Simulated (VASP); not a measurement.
Zn, 2 atoms in the cell. The structure is hexagonal, space group P6_3/mmc (No. 194). Conventional cell: a = 2.565 Å, b = 2.565 Å, c = 4.803 Å, α = 90.00°, β = 90.00°, γ = 120.00°. Zn (site symmetry -6m2) is surrounded by 12 Zn at 2.57 to 2.82 Å. 

```yaml
Program: VASP 6.6.1
Task: relaxation of cell and atoms
Functional: LDA
Potentials_or_basis: VASP PAW LDA potentials, release 64 (Zn)
Cutoff: 600 eV
k_mesh: 21 × 21 × 9
Occupations: methfessel-paxton, width 0.1 eV
Spin: no spin polarisation
Further_INCAR_settings: ALGO = Normal; EDIFF = 1e-07; IBRION = 2; EDIFFG = -0.005; NSW = 90; ISIF = 3
```

Potentials or basis: VASP PAW LDA potentials, release 64 (Zn).

Run with:

```console
$ cat potpaw_LDA.64/Zn/POTCAR > POTCAR
$ mpirun -np 1 vasp_std > vasp.out
```

Hardware: 1 thread of Intel(R) Xeon(R) 6975P-C (Granite Rapids), on a shared host.

Problem. How long does it take, and how much memory?

Solution. Wall time 62 s on 1 thread of Intel(R) Xeon(R) 6975P-C (Granite Rapids), on a shared host, peak memory 0.22 GiB. Counts: scf iterations 21, k points 240, ion steps 3.
